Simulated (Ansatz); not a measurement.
SnTe under changes of volume

One of the cells (31.281 Å³/atom); the others are scaled copies at fixed shape and fractional positions:

```xyz
2
Lattice="0.0000 3.1509 3.1509 3.1509 0.0000 3.1509 3.1509 3.1509 0.0000" Properties=species:S:1:pos:R:3 pbc="T T T"
Te    3.1509    3.1509    3.1509
Sn    0.0000    0.0000    0.0000
```

* Program: Ansatz 0.2.0
* Functional: PBE
* Potentials or basis: Ansatz PAW polarizable
* Cutoff: 420 eV (not typed: the program's choice for these potentials)
* k mesh: 7 × 7 × 7
* Occupations: fermi-dirac, width 0.05 eV
* Spin: no spin polarisation

```tsv
volume (Å³/atom)	energy over the lowest point (meV/atom)	pressure (GPa)
29.404	55.89	5.7
30.030	36.05	4.4
30.656	21.01	3.3
31.281	10.30	2.2
31.907	3.47	1.3
32.532	?	?
33.158	0.00	-0.3
```

What does the run at 32.532 Å³/atom give?

Energy over the lowest point 0.15 meV/atom; pressure 0.4 GPa.

Worked out: A Birch-Murnaghan fit of order 3 (a polynomial in V^(-2/3)) to the other rows has its minimum at 32.87 Å³/atom with B0 = V·E''(V) = 40 GPa and B' = 4.4. It gives 0.15 meV/atom at 32.532 Å³/atom, against the run's 0.15, and -dE/dV = 0.4 GPa, against 0.4.

Energies are extrapolated to zero smearing.
